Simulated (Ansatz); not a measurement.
`F[C](F)(F)[GeH3]` + `O[Si](F)(Cl)Cl` → `F[Si](Cl)(Cl)[O][GeH3]` + trifluoromethane  (ligand exchange at a Ge–C bond)

Program: Ansatz. Geometries: PBE0-D4/def2-TZVP. ΔE: electronic, gas phase. CCSD(T)/CBS is the MP2 limit (def2-TZVPP, def2-QZVPP) plus CCSD(T) − MP2 in def2-TZVPP, frozen cores. This one scheme is used for every species. Functionals use def2-TZVPP. For Ge outer-core shells are correlated without core-valence functions, which leaves a few kJ/mol of doubt a bond. Scalar relativity is left out up to krypton. Each species was taken in one conformer, which may not be the lowest.

`F[C](F)(F)[GeH3]`:

Cartesian coordinates in Å:
```
F -1.333 1.250 -0.651
C -0.322 0.916 0.168
F -0.771 1.067 1.425
F 0.647 1.829 -0.014
Ge 0.334 -0.950 -0.174
H 0.812 -1.002 -1.627
H 1.478 -1.214 0.807
H -0.845 -1.895 0.066
```

`O[Si](F)(Cl)Cl`:

Cartesian coordinates in Å:
```
O 0.442 0.824 0.940
Si -0.244 -0.140 -0.155
F -0.755 0.685 -1.400
Cl 1.065 -1.513 -0.867
Cl -1.829 -1.023 0.713
H 1.321 1.167 0.769
```

`F[Si](Cl)(Cl)[O][GeH3]`:

Cartesian coordinates in Å:
```
F 1.083 1.147 -2.376
Si 0.412 1.105 -0.952
Cl -1.403 2.000 -1.094
Cl 1.577 2.179 0.314
O 0.283 -0.412 -0.487
Ge -0.373 -1.333 0.903
H 0.333 -0.818 2.163
H -1.884 -1.078 0.942
H -0.029 -2.790 0.588
```

`FC(F)F`:

Cartesian coordinates in Å:
```
F -0.621 -0.784 0.849
C -0.034 0.004 -0.050
F 0.141 1.207 0.493
F 1.161 -0.505 -0.341
H -0.647 0.077 -0.951
```

```
       level  ΔE (kcal/mol)
         PBE          -16.0
MP2/def2-SVP          -23.7
```

Task: What does CCSD(T)/CBS give? (Estimate.)

Result: Computed: -20.5 kcal/mol. The listed levels differ from it by 4.5, -3.2 kcal/mol.

Largest T1 diagnostic among the species: 0.012.

In def2-TZVPP, CCSD(T) changes the Hartree–Fock value by +5.4 kcal/mol (the triples alone add +0.6 kcal/mol) and MP2 by +4.4 kcal/mol. From BLYP to BHLYP (50 % exact exchange), in def2-TZVPP and without D4, ΔE moves by −4.7 kcal/mol.

CCSD(T)/CBS has its own doubt, a few kJ/mol and more with outer-core shells, so smaller differences from it don't rank the levels.
